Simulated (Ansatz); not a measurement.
In2O3: In vacancy

Level of theory: PBE, collinear spin, scalar-relativistic; Ansatz, plane waves to 420 eV (PAW set soft_2), k-mesh 2×2×2 shifted by half a step.

The relaxed host crystal (Kohn–Sham gap 0.96 eV over the whole zone):

```yaml
crystal:
  lattice:
    - [2.78762, 1.60943, 4.91903]
    - [-2.78762, 1.60943, 4.91903]
    - [0.00000, -3.21886, 4.91903]
  atoms:
    - { symbol: In, position: [0.64280, 0.64280, 0.64280] }
    - { symbol: In, position: [0.85720, 0.85720, 0.85720] }
    - { symbol: In, position: [0.35720, 0.35720, 0.35720] }
    - { symbol: In, position: [0.14280, 0.14280, 0.14280] }
    - { symbol: O, position: [0.04657, 0.75000, 0.45343] }
    - { symbol: O, position: [0.75000, 0.45343, 0.04657] }
    - { symbol: O, position: [0.45343, 0.04657, 0.75000] }
    - { symbol: O, position: [0.95343, 0.25000, 0.54657] }
    - { symbol: O, position: [0.54657, 0.95343, 0.25000] }
    - { symbol: O, position: [0.25000, 0.54657, 0.95343] }
```

Supercell of 40 atoms, rows of the matrix [[-1,1,1],[1,-1,1],[1,1,-1]] times the cell vectors; In vacancy at (0.643, 0.643, 0.643) in fractions of the cell above. Atoms are relaxed at the host's cell, from a start shaken by 0.03 Å near the defect; charged cells sit in a uniform background.

Problem. How does the lattice relax around the defect, and where do the electrons go?

Solution. Distances from the empty In site (Å), by shell of the perfect crystal:

```
shell  perfect crystal  charge 0  charge -1  charge -3
  3 O             2.16      2.39       2.38       2.30
  3 O             2.29      2.44       2.44       2.48
 1 In             3.16      2.94       2.92       2.97
 3 In             3.30      3.24       3.21       3.14
```

```
charge  moment of the cell (μB)  gap of the cell on the mesh (eV)                                carriers
     0                     3.00                              0.02  in a band of the host or near its edge
    -1                     2.00                              0.13  in a band of the host or near its edge
    -3                     0.00                              2.15                       none in the bands
```

On this mesh the host's own supercell has a gap of 2.39 eV.

At charges 0 and -1 a carrier lies in a band of the host or at its edge (levels aligned by the semicore states), so it isn't shown to be bound to the defect (semilocal functionals spread carriers too far and can miss a bound one), and no level is taken from those states. At charge 0 the unpaired electrons sit on atoms with moments (μB): 3 O of 0.44. At charge -1 the unpaired electrons sit on atoms with moments (μB): 3 O of 0.33.

No formation energy is given, since the neutral cell holds a carrier in a band.

Relaxed cell at charge -3:

```
In2O3 V_In charge -3
1.0
    -5.5752   -3.2189    4.9190
     5.5752   -3.2189    4.9190
     0.0000    6.4377    4.9190
In O
15 24
Direct
  0.1399 0.1393 0.6487
  0.1385 0.6489 0.1404
  0.6481 0.1406 0.1391
  0.8430 0.8438 0.8436
  0.3603 0.3572 0.8566
  0.3564 0.8568 0.3609
  0.8561 0.3611 0.3570
  0.3558 0.3565 0.3563
  0.8455 0.8471 0.3694
  0.8463 0.3696 0.8461
  0.3688 0.8462 0.8469
  0.1388 0.1396 0.1394
  0.6440 0.6419 0.1487
  0.6411 0.1489 0.6446
  0.1481 0.6447 0.6417
  0.6001 0.2510 0.3946
  0.0965 0.7501 0.3951
  0.0993 0.2560 0.8991
  0.6008 0.7578 0.9205
  0.2502 0.3947 0.6007
  0.7571 0.9207 0.6013
  0.7493 0.3953 0.0971
  0.2552 0.8993 0.0999
  0.3940 0.6009 0.2508
  0.8985 0.1001 0.2558
  0.9199 0.6015 0.7576
  0.3945 0.0973 0.7499
  0.3804 0.7552 0.6000
  0.9036 0.2585 0.5992
  0.9005 0.7584 0.0972
  0.3982 0.2461 0.1030
  0.5994 0.3812 0.7551
  0.0967 0.9012 0.7582
  0.1024 0.3990 0.2460
  0.5986 0.9043 0.2583
  0.7545 0.6001 0.3810
  0.2454 0.1032 0.3988
  0.2577 0.5994 0.9041
  0.7576 0.0974 0.9011
```

Caveats: at charge -3: net starting moment lost; semilocal functionals make gaps too small, which shifts levels too; small supercell, so energies and levels can be off by tenths of an eV; one random start near the defect, so other minima are possible.
